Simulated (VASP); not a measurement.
## Zn: single point with PBEsol

Zn:

```
Zn
1.0
    -1.59476    1.59476    1.59476
     1.59476   -1.59476    1.59476
     1.59476    1.59476   -1.59476
Zn
1
Direct
  0.00000 0.00000 0.00000
```

This isn't the form of Zn at room conditions, which is hcp.

| Quantity | Value |
| --- | --- |
| Program | VASP 6.6.1 |
| Task | single point |
| Functional | PBEsol |
| Potentials or basis | VASP PAW PBE potentials, release 64 (Zn) |
| Cutoff | 520 eV |
| k mesh | 10 × 10 × 10 |
| Occupations | methfessel-paxton, width 0.05 eV |
| Spin | no spin polarisation |

```
Pressure               : -7.4 GPa
Band gap on the k mesh : none (metal or under the smearing width)
```

Levels at points of the mesh, in eV from the Fermi level:
| k point | band 3 | band 4 | band 5 | band 6 | band 7 | band 8 | band 9 | band 10 |
| --- | --- | --- | --- | --- | --- | --- | --- | --- |
| (0.00, 0.00, 0.00) | -7.77 | -7.77 | -7.32 | -7.32 | 17.96 | 17.96 | 17.96 | 20.11 |
| (0.50, 0.00, 0.00) | -7.34 | -7.29 | -7.01 | -2.65 | -1.27 | 10.66 | 12.13 | 14.67 |
| (0.50, 0.50, 0.50) | -7.08 | -7.08 | -7.08 | 3.89 | 3.89 | 3.89 | 6.69 | 8.18 |

Wall time 9.2 s on 1 thread of Intel(R) Xeon(R) Platinum 8559C (Emerald Rapids), with other jobs on the host, peak memory 0.13 GiB.

Caveat: the PAW data sets were made with another functional, which shifts forces and pressure a little.
